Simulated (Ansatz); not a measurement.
## H started in the widest void in rocksalt CdO, 65 atoms, charge +1

All numbers come from Ansatz (PAW, plane waves, no spin–orbit coupling) at the single k point (¼, ¼, ¼) without its symmetry partners. The atoms were relaxed with PBEsol in a fixed cell; other functionals are single points on those atoms unless said otherwise. The valence top and gap of the host come from its small cell on a dense mesh, with the band extrema sought between the mesh points, lined up by the mean potential, PBEsol gap 0.00 eV, HSE06 gap 0.92 eV. The charge correction uses an assumed dielectric constant of 21.

Cell: a = 9.381 Å, b = 9.381 Å, c = 9.381 Å, α = 90.00°, β = 90.00°, γ = 90.00°.

Nearest atoms after relaxation, from the placed atom (for vacancies from the middle of the vacant sites): O at 0.99 Å, Cd at 2.17 Å, Cd at 2.18 Å, Cd at 2.20 Å, O at 2.54 Å, O at 2.58 Å, O at 2.60 Å, Cd at 2.93 Å.

Chemical potentials μ are those of reference phases of the elements at zero temperature by the same functional (the usual solids, diamond for C, grey Sn, and the molecules H2, N2, O2, F2, Cl2, Br2 and S8).

| functional | E(defect) − E(host) − Σ nμ + q·E_VBM (eV) | monopole (eV) | alignment (eV) | formation energy at E_F = VBM (eV) | moment (μB) | wall time, shared host |
| --- | --- | --- | --- | --- | --- | --- |
| PBEsol | -0.78 | 0.10 | 0.01 | -0.67 | 0 (no spin) | 11 s on NVIDIA GB300 (relaxation) |

Task: Estimate the formation energy and moment that HSE06 gives on these atoms.

Result: -1.40 eV at E_F = VBM (-1.52 eV before the monopole term 0.10 eV and the alignment 0.02 eV), moment 0 (no spin).

Task: How does the monopole term follow by hand for this cubic cell?

Result: q²·α·e²/(4πε₀)/(2εL) with the Madelung constant α = 2.837 and e²/4πε₀ = 14.40 eV·Å: 1 × 2.837 × 14.40 / (2 × 21 × 9.381) = 0.10 eV.

HSE06 one-electron levels near the gap (the ten most localised at most), from the host's valence top, not corrected for the charge's images:

| level (eV) | spin | filling | atoms sharing it | element of the atom with most weight |
| --- | --- | --- | --- | --- |
| -0.22 | both | 2.00 | 29.7 | spread |
| -0.22 | both | 2.00 | 32.0 | spread |
| -0.17 | both | 2.00 | 34.8 | spread |
| -0.16 | both | 2.00 | 30.8 | spread |
| -0.16 | both | 2.00 | 32.2 | spread |

All elements are taken at their own reference at once; growth conditions in equilibrium with the host shift these energies, by up to the host's formation enthalpy.

One k point and a cell of this size can leave errors of several tenths of an eV in such numbers.
